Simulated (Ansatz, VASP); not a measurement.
## One calculation of H2Se, two programs

```
H Se
1.0
     3.21093    0.00000    0.00000
    -1.60547    2.78075    0.00000
     0.00000    0.00000    4.16460
H Se
2 1
Direct
  0.33333 0.66667 0.25000
  0.66667 0.33333 0.75000
  0.00000 0.00000 0.00000
```

Change from the starting cell: species swapped into the Te2Pt type (P-3m1, No. 164).

Alike in both runs: task relaxation of cell and atoms; functional PBE; dispersion D3(BJ); k mesh 6 × 6 × 4; occupations gaussian, width 0.1 eV; no spin polarisation.

|  | VASP | Ansatz |
| --- | --- | --- |
| version | VASP 6.6.1 | Ansatz 0.2.0 |
| potentials or method | VASP PAW PBE potentials, release 64 (H, Se) | scalar-relativistic, plane waves, PAW |
| plane-wave cutoff (eV) | 600 | 420 |
| valence electrons in the cell | 8 | 18 |

```tsv
	VASP	Ansatz	Ansatz less VASP
gap on the k mesh at the Fermi level, each at its own relaxed structure (eV)	none	none	-
relaxed volume (Å³/atom)	11.73	11.80	+0.065
relaxed cell length with the largest relative difference (Å)	3.853	3.892	+0.0388
energy change over the relaxation (meV/atom)	-206	-206	0.0
```

A gap of «none» marks a metal or a gap that the smearing closes. The two sets of potentials don't hold the same shells in valence.

Caveats: the k mesh is coarse (spacing up to 0.38 Å⁻¹), so the values aren't converged; pairwise dispersion overbinds metals, which lowers pressure and volume.
